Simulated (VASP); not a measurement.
# ZnO (zincite) (P6_3mc) in VASP: a series of runs, part 2 of 2

VASP 6.6.1.

## 3. Relaxation of cell and atoms, PBE (cell and atoms relaxed tightly for response)

Contents of INCAR:

```
SYSTEM = ZnO
ALGO = Normal ; EDIFF = 1E-6
EDIFFG = -0.001 ; ENCUT = 600
GGA = PE ; IBRION = 2
ISIF = 3 ; ISMEAR = 0
LASPH = .True. ; LCHARG = .False.
LREAL = .False. ; LWAVE = .False.
NELM = 100 ; NSW = 80
PREC = Accurate ; SIGMA = 0.01
```

Contents of KPOINTS:

```
k-points
0
Gamma
  9 9 6
  0 0 0
```

Contents of POSCAR:

```
ZnO
1.0
    3.2794860208      0.0000000000      0.0000000000
   -1.6397430104      2.8401182054      0.0000000000
    0.0000000000      0.0000000000      5.2932739869
Zn O
2 2
Direct
    0.3333333333      0.6666666667      0.4999685892
    0.6666666667      0.3333333333     -0.0000314108
    0.6666666667      0.3333333333      0.3790414108
    0.3333333333      0.6666666667      0.8790414108
```

Potentials or basis: VASP PAW PBE potentials, release 64 (Zn, O).

Command:

```
$ cat potpaw_PBE.64/Zn/POTCAR potpaw_PBE.64/O/POTCAR > POTCAR
$ mpirun -np 1 vasp_std > vasp.out
```

OUTCAR:

```text
SYSTEM = ZnO
   EDIFF = 1E-6
   EDIFFG = -0.001
   ENCUT = 600
   GGA = PE
   IBRION = 2
   ISIF = 3
   ISMEAR = 0
   LASPH = .True.
   LREAL = .False.
   NELM = 100
   NSW = 80
   PREC = Accurate

 ion  position               nearest neighbor table
   1  0.333  0.667  0.500-   3 2.00   3 2.00   3 2.00   4 2.01
   2  0.667  0.333  1.000-   4 2.00   4 2.00   4 2.00   3 2.01
   3  0.667  0.333  0.379-   1 2.00   1 2.00   1 2.00   2 2.01
   4  0.333  0.667  0.879-   2 2.00   2 2.00   2 2.00   1 2.01

  LATTYP: Found a hexagonal cell.
 ALAT       =     3.2794860208
 C/A-ratio  =     1.6140559689

  Lattice vectors:

 A1 = (   3.2794860208,   0.0000000000,   0.0000000000)
 A2 = (  -1.6397430104,   2.8401182054,   0.0000000000)
 A3 = (   0.0000000000,   0.0000000000,   5.2932739869)

Analysis of symmetry for initial positions (statically):
=====================================================================
 Subroutine PRICEL returns:
 Original cell was already a primitive cell.

 Routine SETGRP: Setting up the symmetry group for a
 hexagonal supercell.

 Subroutine GETGRP returns: Found 12 space group operations
[... 181 lines left out ...]
  -------------------------------------------------------------------------------------
  Total        0.2333004      0.2333004      0.2286456      0.0000000      0.0000000     -0.0000000
  in kB        7.5815747      7.5815747      7.4303087      0.0000000      0.0000000     -0.0000000
  external PRESSURE =       7.5311527 kB  Pullay stress =       0.0000000 kB
[... 139 lines left out ...]
--------------------------------------- Ionic step        5  -------------------------------------------

 number of electron      36.0000013 magnetization

 Free energy of the ion-electron system (eV)
  ---------------------------------------------------
  ext. energy  EPLUGINS =         0.00000000
  ---------------------------------------------------
  free energy    TOTEN  =       -17.86521213 eV

  energy without entropy =      -17.86521213  energy(sigma->0) =      -17.86521213

 E-fermi :   0.9149     XC(G=0): -10.6986

 val. band max:        0.8501618161   @ k =   0.0000   0.0000   0.0000
 cond. band min:       1.5711289772   @ k =   0.0000   0.0000   0.0000
 fundamental gap:      0.7209671610
 Fermi energy:         0.9148765113

 k-point     1 :       0.0000    0.0000    0.0000
  band No.  band energies     occupation
      1     -16.9293      2.00000
      2     -16.2694      2.00000
      3      -4.6643      2.00000
      4      -4.6643      2.00000
      5      -4.6257      2.00000
      6      -4.4950      2.00000
[... 589 lines left out ...]
     21       8.5598      0.00000
     22       8.9001      0.00000

 [... further k-points ...]

------------------------ aborting loop because EDIFF is reached ----------------------------------------

  FORCE on cell =-STRESS in cart. coord.  units (eV):
  Direction    XX          YY          ZZ          XY          YZ          ZX
  --------------------------------------------------------------------------------------
  -------------------------------------------------------------------------------------
  Total       -0.0024943     -0.0024943     -0.0027552      0.0000000     -0.0000000      0.0000000
  in kB       -0.0806502     -0.0806502     -0.0890853      0.0000000     -0.0000000      0.0000000
  external PRESSURE =      -0.0834619 kB  Pullay stress =       0.0000000 kB
[... 19 lines left out ...]
  FREE ENERGIE OF THE ION-ELECTRON SYSTEM (eV)
  ---------------------------------------------------
  free  energy   TOTEN  =       -17.8652121252 eV

  energy  without entropy=      -17.8652121252  energy(sigma->0) =      -17.86521213

 reached required accuracy - stopping structural energy minimisation
```

OSZICAR:

```text
N       E                     dE             d eps       ncg     rms          rms(c)
DAV:   1     0.305121664334E+03    0.30512E+03   -0.20436E+04  2120   0.259E+03
DAV:   2     0.134131757835E+02   -0.29171E+03   -0.28109E+03  2244   0.469E+02
[... 34 lines left out ...]
   4 F= -.17865217E+02 E0= -.17865217E+02  d E =-.612735E-03
       N       E                     dE             d eps       ncg     rms          rms(c)
DAV:   1    -0.178653165798E+02   -0.99345E-04   -0.15852E-03  2476   0.802E-01    0.751E-02
DAV:   2    -0.178652229423E+02    0.93637E-04   -0.36609E-04  2612   0.413E-01    0.267E-02
DAV:   3    -0.178652148515E+02    0.80908E-05   -0.61706E-06  2554   0.770E-02    0.150E-02
DAV:   4    -0.178652118741E+02    0.29774E-05   -0.20500E-06  1546   0.321E-02    0.124E-03
DAV:   5    -0.178652121252E+02   -0.25118E-06   -0.25548E-06  1608   0.238E-02
   5 F= -.17865212E+02 E0= -.17865212E+02  d E =0.475175E-05
```

CONTCAR:

```text
ZnO
   1.00000000000000
     3.2850448527771929    0.0000000000000000   -0.0000000000000000
    -1.6425224263885965    2.8449322951077773    0.0000000000000000
    -0.0000000000000000    0.0000000000000000    5.3020776943979193
  Zn              O
     2     2
Direct
     0.3333333332999970    0.6666666667000030    0.4999704966202111
     0.6666666667000030    0.3333333332999970    0.9999704966202111
     0.6666666667000030    0.3333333332999970    0.3790395033797899
     0.3333333332999970    0.6666666667000030    0.8790395033797899

  0.00000000E+00  0.00000000E+00  0.00000000E+00
  0.00000000E+00  0.00000000E+00  0.00000000E+00
  0.00000000E+00  0.00000000E+00  0.00000000E+00
  0.00000000E+00  0.00000000E+00  0.00000000E+00
```

Wall time 2.1 min (1 thread of Intel Xeon Platinum 8375C at 2.90GHz (Ice Lake), shared host); peak memory 0.21 GiB.

Results:

```
Free energy                            : -17.8652 eV
Relaxed volume                         : 12.39 Å³/atom
Relaxed cell                           : a = 3.285 Å, b = 3.285 Å, c = 5.302 Å, α = 90.00°, β = 90.00°, γ = 120.00°
Space group after relaxing (to 0.05 Å) : P6_3mc (No. 186)
Energy gained by relaxing              : 0.2 meV/atom
Ionic steps                            : 5
Pressure after relaxing                : 0.0 GPa
Band gap on the k mesh                 : 0.72 eV, direct
```

Step by step:
| step | energy change (eV) | largest force (eV/Å) | pressure (GPa) | volume (Å³) |
| --- | --- | --- | --- | --- |
| 1 | 0.0000 | 0.0006 | 0.75 | 49.30 |
| 2 | -0.0005 | 0.0005 | -0.41 | 49.72 |
| 3 | -0.0006 | 0.0001 | 0.01 | 49.57 |
| 4 | -0.0006 | 0.0002 | -0.05 | 49.58 |
| 5 | -0.0006 | 0.0000 | -0.01 | 49.55 |

Final structure:
```xyz
4
Lattice="3.2850 0.0000 0.0000 -1.6425 2.8449 0.0000 0.0000 0.0000 5.3021" Properties=species:S:1:pos:R:3 pbc="T T T"
Zn    0.0000    1.8966    2.6509
Zn    1.6425    0.9483    5.3019
O     1.6425    0.9483    2.0097
O     0.0000    1.8966    4.6607
```

## 4. Single point, PBE (the database's cell, atoms relaxed)

Contents of INCAR:

```
SYSTEM = ZnO
  ALGO = Normal
  EDIFF = 1E-6
  ENCUT = 520
  GGA = PE
  ISIF = 2
  ISMEAR = 0
  LASPH = .True.
  LCHARG = .False.
  LREAL = .False.
  LWAVE = .False.
  NBANDS = 26
  NELM = 100
  PREC = Accurate
  SIGMA = 0.02
```

KPOINTS is that of step 3.

Contents of POSCAR:

```
ZnO
1.0
    3.2493080000      0.0000000000      0.0000000000
   -1.6246540000      2.8139832727      0.0000000000
    0.0000000000      0.0000000000      5.2057090000
Zn O
2 2
Direct
    0.3333333333      0.6666666667      0.4990218346
    0.6666666667      0.3333333333     -0.0009781654
    0.6666666667      0.3333333333      0.3799881654
    0.3333333333      0.6666666667      0.8799881654
```

Command:

```
$ cat potpaw_PBE.64/Zn/POTCAR potpaw_PBE.64/O/POTCAR > POTCAR
$ mpirun -np 1 vasp_std > vasp.out
```

Run time: 19 s. Hardware: 1 thread of Intel Xeon 6975P-C (Granite Rapids), shared host; peak memory 0.18 GiB.

The run converged. Its results:

```
Free energy            : -17.8230 eV
Pressure               : 6.0 GPa
Largest force          : 0.003 eV/Å
Band gap on the k mesh : 0.79 eV, direct
```

Forces in eV/Å, atoms in the order of the input:
```
Zn   0.000  0.000 -0.003
Zn   0.000  0.000 -0.003
O    0.000  0.000  0.003
O    0.000  0.000  0.003
```

Stress tensor (GPa, compression positive):
```
5.75 0.00 0.00
0.00 5.75 0.00
0.00 0.00 6.50
```

Levels at points of the mesh, in eV from the valence-band top:
| k point | band 16 | band 17 | band 18 | band 19 | band 20 | band 21 |
| --- | --- | --- | --- | --- | --- | --- |
| (0.00, 0.00, 0.00) | -0.09 | 0.00 | 0.00 | 0.79 | 5.20 | 8.25 |
| (0.00, 0.00, 0.50) | -0.39 | -0.39 | -0.39 | 3.46 | 3.46 | 10.10 |

## 5. Single point, PBE

Contents of INCAR:

```
SYSTEM = ZnO
PREC     = Accurate       ! precision mode
ENCUT    = 520            ! plane-wave cutoff, eV
EDIFF    = 1E-6           ! SCF threshold, eV
ISMEAR   = 0              ! smearing method
SIGMA    = 0.02           ! smearing width, eV
LREAL    = .False.        ! projectors in reciprocal space
LASPH    = .True.         ! aspherical terms in the spheres
NELM     = 100            ! most SCF steps
ALGO     = Normal         ! electronic algorithm
ISIF     = 2              ! what is computed and relaxed
LWAVE    = .False.        ! write WAVECAR
LCHARG   = .False.        ! write CHGCAR
GGA      = PE             ! functional
NBANDS   = 26             ! bands
```

Contents of KPOINTS:

```
Automatic mesh
0
Gamma
  9 9 6
  0 0 0
```

Contents of POSCAR:

```
ZnO
1.0
    3.3438059971      0.0000000000      0.0000000000
   -1.6719029986      2.8958209388      0.0000000000
    0.0000000000      0.0000000000      5.3970900277
Zn O
2 2
Direct
    0.3333333333      0.6666666667      0.4999685893
    0.6666666667      0.3333333333     -0.0000314107
    0.6666666667      0.3333333333      0.3790414107
    0.3333333333      0.6666666667      0.8790414107
```

Command:

```
$ cat potpaw_PBE.64/Zn/POTCAR potpaw_PBE.64/O/POTCAR > POTCAR
$ mpirun -np 1 vasp_std > vasp.out
```

Run time: 27 s. Hardware: 1 thread of Intel Xeon 6975P-C (Granite Rapids), shared host; peak memory 0.2 GiB.

It converged, with:

| Item | Value |
| --- | --- |
| Free energy | -17.8138 eV |
| Pressure | -5.9 GPa |
| Band gap on the k mesh | 0.64 eV, direct |

Levels at points of the mesh, in eV from the valence-band top:
```tsv
k point	band 16	band 17	band 18	band 19	band 20	band 21
(0.00, 0.00, 0.00)	-0.06	0.00	0.00	0.64	4.87	7.88
(0.00, 0.00, 0.50)	-0.34	-0.34	-0.34	3.22	3.22	9.67
```

## 6. Relaxation of shape and atoms at fixed volume, PBE

Contents of INCAR:

```
SYSTEM = ZnO
PREC = Accurate ; ENCUT = 600
EDIFF = 1E-6 ; ISMEAR = 0
SIGMA = 0.02 ; LREAL = .FALSE.
LASPH = .TRUE. ; NELM = 100
ALGO = Normal ; ISIF = 4
LWAVE = .FALSE. ; LCHARG = .FALSE.
GGA = PE ; IBRION = 2
NSW = 50 ; EDIFFG = -0.01
```

Contents of KPOINTS:

```
regular mesh
0
G
  9 9 6
  0 0 0
```

POSCAR is that of step 5.

Potentials or basis: VASP PAW PBE potentials, release 64 (Zn, O).

Command:

```
$ cat potpaw_PBE.64/Zn/POTCAR potpaw_PBE.64/O/POTCAR > POTCAR
$ mpirun -np 1 vasp_std > vasp.out
```

Run time: 30 s. Hardware: 1 thread of Intel Xeon 6975P-C (Granite Rapids), shared host; peak memory 0.22 GiB.

Results (log left out):

* Free energy: -17.8172 eV
* Pressure after relaxing: -6.1 GPa
* Band gap on the k mesh: 0.64 eV, direct

Final structure:
```yaml
crystal:
  lattice:
    - [3.34381, 0.00000, 0.00000]
    - [-1.67190, 2.89582, 0.00000]
    - [0.00000, 0.00000, 5.39709]
  atoms:
    - { symbol: Zn, position: [0.33333, 0.66667, 0.49997] }
    - { symbol: Zn, position: [0.66667, 0.33333, 0.99997] }
    - { symbol: O, position: [0.66667, 0.33333, 0.37904] }
    - { symbol: O, position: [0.33333, 0.66667, 0.87904] }
```

Levels at points of the mesh, in eV from the valence-band top:
| k point | band 14 | band 15 | band 16 | band 17 | band 18 | band 19 | band 20 | band 21 | band 22 |
| --- | --- | --- | --- | --- | --- | --- | --- | --- | --- |
| (0.00, 0.00, 0.00) | -0.69 | -0.69 | -0.06 | 0.00 | 0.00 | 0.64 | 4.87 | 7.88 | 12.43 |
| (0.00, 0.00, 0.50) | -2.19 | -0.34 | -0.34 | -0.34 | -0.34 | 3.22 | 3.22 | 9.67 | 9.67 |

Caveat: the relaxation stopped at its first step, so nothing moved.

## 7. Summary

| task | cell | cutoff (eV) | smearing | gap on the mesh (eV) | pressure (GPa) |
| --- | --- | --- | --- | --- | --- |
| single point | cell and atoms relaxed tightly for response | 520 | gaussian 0.01 eV | 0.73 | 0.9 |
| relaxation of cell and atoms | relaxed from: cell and atoms relaxed tightly for response | 600 | gaussian 0.01 eV | 0.72 | 0.0 |
| single point | the database's cell, atoms relaxed | 520 | gaussian 0.02 eV | 0.79 | 6.0 |
| single point | as given | 520 | gaussian 0.02 eV | 0.64 | -5.9 |
| relaxation of shape and atoms at fixed volume | relaxed at fixed volume | 600 | gaussian 0.02 eV | 0.64 | -6.1 |

Alike in all rows: level PBE; potentials or basis VASP PAW PBE potentials, release 64 (Zn, O); no spin polarisation; k mesh 9 × 9 × 6.

Caveats: the relaxation stopped at its first step, so nothing moved (some runs).

Absolute energies hang on the potentials; compare differences alone.

## 8. How close it comes

Step 5. Measured gap of ZnO: 3.37 eV (quoted in “Electronic structure of alkaline earth and post-transition metal oxides”, 2009, arxiv:0908.1581). This calculation gives 0.64 eV (-2.73 eV). So large a miss can be the level of theory's own, or it may mean another phase, state or a wrong row. The value is that of PBE, without temperature or zero-point motion. Semilocal functionals fall short of measured gaps as a rule.
